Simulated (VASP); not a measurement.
# InSb (F-43m) in VASP: further runs, part 2 of 2

VASP 6.6.1. Earlier steps stand in the parts before.

## Step 3: Relaxation of cell and atoms, LDA

This run uses another cell than the first one, of 33.62 Å³/atom, 0.989 times its volume.

INCAR reads:

```
SYSTEM = InSb
PREC = Accurate
ENCUT = 520
EDIFF = 1E-7
ISMEAR = 0
SIGMA = 0.02
LREAL = .False.
LASPH = .True.
NELM = 60
ALGO = Fast
ISIF = 3
LWAVE = .False.
LCHARG = .False.
GGA = CA
IBRION = 2
NSW = 80
EDIFFG = -0.002
```

KPOINTS reads:

```
regular mesh
0
Gamma
  8 8 8
  0 0 0
```

POSCAR reads:

```
InSb                                    
1.0
   -0.0000000000      3.2276261510      3.2276261510
    3.2276261510      0.0000000000      3.2276261510
    3.2276261510      3.2276261510     -0.0000000000
  In              Sb            
     1     1
Direct
     0.0000000000000000    0.0000000000000000    0.0000000000000000
     0.2500000000000000    0.2500000000000000    0.2500000000000000
```

Potentials or basis: VASP PAW LDA potentials, release 64 (In_d, Sb).

On the command line:

```bash
$ cat potpaw_LDA.64/In_d/POTCAR potpaw_LDA.64/Sb/POTCAR > POTCAR
$ mpirun -np 1 vasp_std > vasp.out
```

OUTCAR:

```text
SYSTEM = InSb
   PREC = Accurate
   ENCUT = 520
   EDIFF = 1E-7
   ISMEAR = 0
   LREAL = .False.
   LASPH = .True.
   NELM = 60
   ISIF = 3
   GGA = CA
   IBRION = 2
   NSW = 80
   EDIFFG = -0.002

 ion  position               nearest neighbor table
   1  0.000  0.000  0.000-   2 2.80   2 2.80   2 2.80   2 2.80
   2  0.250  0.250  0.250-   1 2.80   1 2.80   1 2.80   1 2.80

  LATTYP: Found a face centered cubic cell.
 ALAT       =     6.4552523020

  Lattice vectors:

 A1 = (   0.0000000000,   3.2276261510,   3.2276261510)
 A2 = (   3.2276261510,   0.0000000000,   3.2276261510)
 A3 = (   3.2276261510,   3.2276261510,   0.0000000000)

Analysis of symmetry for initial positions (statically):
=====================================================================
 Subroutine PRICEL returns:
 Original cell was already a primitive cell.

 Routine SETGRP: Setting up the symmetry group for a
 face centered cubic supercell.

 Subroutine GETGRP returns: Found 24 space group operations
 (whereof 24 operations were pure point group operations)
 out of a pool of 48 trial point group operations.

The static configuration has the point symmetry T_d .

Analysis of symmetry for dynamics (positions and initial velocities):
=====================================================================
 Subroutine PRICEL returns:
 Original cell was already a primitive cell.

 Routine SETGRP: Setting up the symmetry group for a
 face centered cubic supercell.

 Subroutine GETGRP returns: Found 24 space group operations
 (whereof 24 operations were pure point group operations)
 out of a pool of 48 trial point group operations.

The dynamic configuration has the point symmetry T_d .

 Subroutine INISYM returns: Found 24 space group operations
 (whereof 24 operations are pure point group operations),
 and found     1 'primitive' translations

----------------------------------------------------------------------------------------

                                     Primitive cell

  volume of cell :      67.2480

  direct lattice vectors                    reciprocal lattice vectors
     0.000000000  3.227626151  3.227626151    -0.154912613  0.154912613  0.154912613
     3.227626151  0.000000000  3.227626151     0.154912613 -0.154912613  0.154912613
     3.227626151  3.227626151  0.000000000     0.154912613  0.154912613 -0.154912613

  length of vectors
     4.564552677  4.564552677  4.564552677     0.268316516  0.268316516  0.268316516

  position of ions in fractional coordinates (direct lattice)
     0.000000000  0.000000000  0.000000000
     0.250000000  0.250000000  0.250000000

  ion indices of the primitive-cell ions
   primitive index   ion index
                 1           1
                 2           2

----------------------------------------------------------------------------------------

 KPOINTS: regular mesh

Automatic generation of k-mesh.
 Grid dimensions read from file:
 generate k-points for:    8    8    8
[... 22 lines left out ...]
  0.125000  0.000000  0.000000      8.000000
  0.250000  0.000000  0.000000      8.000000
  0.375000  0.000000  0.000000      8.000000
  0.500000  0.000000  0.000000      4.000000
  0.125000  0.125000  0.000000      6.000000
[... 16 lines left out ...]
  0.500000  0.250000  0.125000     48.000000
 -0.375000  0.250000  0.125000     24.000000
 [... further k-points ...]
   k-points           NKPTS =     29   k-points in BZ     NKDIM =     29   number of bands    NBANDS=     13
   number of dos      NEDOS =    301   number of ions     NIONS =      2
   total plane-waves  NPLWV =  46656
   dimension x,y,z NGX =    36 NGY =   36 NGZ =   36
   dimension x,y,z NGXF=    72 NGYF=   72 NGZF=   72
   ions per type =               1   1
   NGX,Y,Z   is equivalent  to a cutoff of  13.11, 13.11, 13.11 a.u.
   NGXF,Y,Z  is equivalent  to a cutoff of  26.22, 26.22, 26.22 a.u.
 SYSTEM =  InSb
   PREC   = accura    normal or accurate (medium, high low for compatibility)
   ISTART =      0    job   : 0-new  1-cont  2-samecut
   ICHARG =      2    charge: 1-file 2-atom 10-const
   ISPIN  =      1    spin polarized calculation?
   LNONCOLLINEAR =      F non collinear calculations
   LSORBIT =      F    spin-orbit coupling
   LASPH  =      T    aspherical Exc in radial PAW
   ENCUT  =  520.0 eV  38.22 Ry    6.18 a.u.   8.49  8.49  8.49*2*pi/ulx,y,z
   NELM   =     60;   NELMIN=  2; NELMDL= -5     # of ELM steps
   EDIFF  = 0.1E-06   stopping-criterion for ELM
   LREAL  =      F    real-space projection
   EDIFFG = -.2E-02   stopping-criterion for IOM
   NSW    =     80    number of steps for IOM
   IBRION =      2    ionic relax: 0-MD 1-quasi-New 2-CG
   NFREE  =      1    steps in history (QN), initial steepest desc. (CG)
   ISIF   =      3    stress and relaxation
   ISYM   =      2    0-nonsym 1-usesym 2-fastsym
   POTIM  = 0.5000    time-step for ionic-motion
   TEBEG  =    0.0;   TEEND  =   0.0 temperature during run
   PSTRESS=    0.0 pullay stress
   NELECT =      18.0000    total number of electrons
   NUPDOWN=      -1.0000    fix difference up-down
   EMIN   =  10.00;   EMAX   =-10.00  energy-range for DOS
   EFERMI =   0.00;   METHOD = LEGACY
   ISMEAR =     0;   SIGMA  =   0.02  broadening in eV -4-tet -1-fermi 0-gaus
   EFERMI_NEDOS =   21; number of points for ismear=-14 and -15
   IALGO  =     68    algorithm
   IMIX   =      4    mixing-type and parameters
     AMIX     =   0.40;   BMIX     =  1.00
     AMIX_MAG =   1.60;   BMIX_MAG =  1.00
  volume/ion in A,a.u.               =      33.62       226.91
  Fermi-wavevector in a.u.,A,eV,Ry     =   1.055049  1.993753 15.145018  1.113127
  Thomas-Fermi vector in A             =   2.190232
   LORBIT       =      0    0 simple, 1 ext, 2 COOP (PROOUT), +10 PAW based schemes
   GGA     = CA    functional components
   LHFCALC =     F    Hartree Fock is set to
   AEXX    =    0.0000 exact exchange contribution
   IVDW    =     0    specifies the selected vdW correction
   LEPSILON=     F    determine dielectric tensor
   LRPA    =     F    only Hartree local field effects (RPA)
 conjugate gradient relaxation of ions
 non-spin polarized calculation
 RMM-DIIS sequential band-by-band and
 Gauss-broadening in eV      SIGMA  =   0.02
  energy-cutoff  :      520.00
  volume of cell :       67.25
 maximum number of plane-waves:      1837
 NGX is ok and might be reduce to    36
   NGX = 17   NGY = 17   NGZ = 17

 number of electron      17.9999995 magnetization

 Free energy of the ion-electron system (eV)
  ---------------------------------------------------
  ext. energy  EPLUGINS =         0.00000000
  ---------------------------------------------------
  free energy    TOTEN  =        -8.21146385 eV

  energy without entropy =       -8.21140359  energy(sigma->0) =       -8.21143372

 E-fermi :   5.0156     XC(G=0):  -9.0381

 val. band max:        5.0095125583   @ k =   0.0000   0.0000   0.0000
 cond. band min:       5.4485264367   @ k =   0.5000   0.0000   0.0000
 fundamental gap:      0.4390138784
 Fermi energy:         5.0156038769

 k-point     1 :       0.0000    0.0000    0.0000
  band No.  band energies     occupation
      1      -9.5753      2.00000
      2      -9.5753      2.00000
      3      -9.5753      2.00000
      4      -9.4850      2.00000
      5      -9.4850      2.00000
      6      -5.8339      2.00000
      7       4.7056      2.00000
      8       5.0095      1.33334
      9       5.0095      1.33334
     10       5.0095      1.33333
     11       7.9164      0.00000
     12       7.9164      0.00000
     13       7.9164      0.00000
[... 354 lines left out ...]
  band No.  band energies     occupation
      1      -9.6375      2.00000
      2      -9.5498      2.00000
      3      -9.5435      2.00000
      4      -9.4896      2.00000
      5      -9.4834      2.00000
      6      -4.1511      2.00000
      7      -0.6822      2.00000
      8       2.2681      2.00000
      9       3.3318      2.00000
     10       7.2166      0.00000
     11       8.3687      0.00000
     12      10.0335      0.00000
     13      11.1120      0.00000

 [... further k-points ...]
[... 5 lines left out ...]
  --------------------------------------------------------------------------------------
  -------------------------------------------------------------------------------------
  Total       -0.0016586     -0.0016586     -0.0016586     -0.0000000      0.0000000     -0.0000000
  in kB       -0.0395153     -0.0395153     -0.0395153     -0.0000000      0.0000000     -0.0000000
  external PRESSURE =      -0.0395153 kB  Pullay stress =       0.0000000 kB

 VOLUME and BASIS-vectors are now :
 -----------------------------------------------------------------------------
  energy-cutoff  :      520.00
  volume of cell :       67.25
      direct lattice vectors                 reciprocal lattice vectors
     0.000000000  3.227626151  3.227626151    -0.154912613  0.154912613  0.154912613
     3.227626151  0.000000000  3.227626151     0.154912613 -0.154912613  0.154912613
     3.227626151  3.227626151  0.000000000     0.154912613  0.154912613 -0.154912613

 POSITION                                       TOTAL-FORCE (eV/Angst)
 -----------------------------------------------------------------------------------
      0.00000      0.00000      0.00000        -0.000000     -0.000000     -0.000000
      1.61381      1.61381      1.61381         0.000000      0.000000      0.000000
 -----------------------------------------------------------------------------------
    total drift:                               -0.000000     -0.000000     -0.000000

  FREE ENERGIE OF THE ION-ELECTRON SYSTEM (eV)
  ---------------------------------------------------
  free  energy   TOTEN  =        -8.2114638456 eV

  energy  without entropy=       -8.2114035869  energy(sigma->0) =       -8.21143372

 reached required accuracy - stopping structural energy minimisation
```

CONTCAR:

```text
InSb
   1.00000000000000
     0.0000000000000000    3.2276261509999999    3.2276261509999999
     3.2276261509999999    0.0000000000000000    3.2276261509999999
     3.2276261509999999    3.2276261509999999    0.0000000000000000
  In              Sb
     1     1
Direct
     0.0000000000000000    0.0000000000000000    0.0000000000000000
     0.2500000000000000    0.2500000000000000    0.2500000000000000

  0.00000000E+00  0.00000000E+00  0.00000000E+00
  0.00000000E+00  0.00000000E+00  0.00000000E+00
```

It took 27 s on 1 thread of Intel Xeon Platinum 8488C (Sapphire Rapids), shared host; peak memory 0.18 GiB.

Results:

```yaml
Free_energy: -8.2115 eV
Pressure_after_relaxing: 0.0 GPa
Band_gap_on_the_k_mesh: none (metal or under the smearing width)
```

Final structure:
```cif
data_structure
_symmetry_space_group_name_H-M 'P 1'
_symmetry_Int_Tables_number 1
_cell_length_a 4.5646
_cell_length_b 4.5646
_cell_length_c 4.5646
_cell_angle_alpha 60.000
_cell_angle_beta 60.000
_cell_angle_gamma 60.000
_cell_volume 67.25
loop_
_atom_site_label
_atom_site_type_symbol
_atom_site_fract_x
_atom_site_fract_y
_atom_site_fract_z
_atom_site_occupancy
In1 In 0.00000 0.00000 0.00000 1
Sb1 Sb 0.25000 0.25000 0.25000 1
```

Levels at points of the mesh, in eV from the Fermi level:
| k point | band 5 | band 6 | band 7 | band 8 | band 9 | band 10 | band 11 | band 12 | band 13 |
| --- | --- | --- | --- | --- | --- | --- | --- | --- | --- |
| (0.00, 0.00, 0.00) | -14.50 | -10.85 | -0.31 | -0.01 | -0.01 | -0.01 | 2.90 | 2.90 | 2.90 |
| (0.50, 0.00, 0.00) | -14.50 | -9.45 | -5.73 | -1.04 | -1.04 | 0.43 | 3.76 | 3.76 | 5.93 |
| (0.50, 0.50, 0.00) | -14.49 | -8.83 | -6.03 | -2.32 | -2.32 | 1.22 | 1.24 | 8.10 | 8.13 |

Caveat: the relaxation stopped at its first step, so nothing moved; this crystal is a semiconductor, whose small gap the functional closes, so the metal is an error of the method. The run has no spin-orbit coupling, so splittings on Sb are missing.
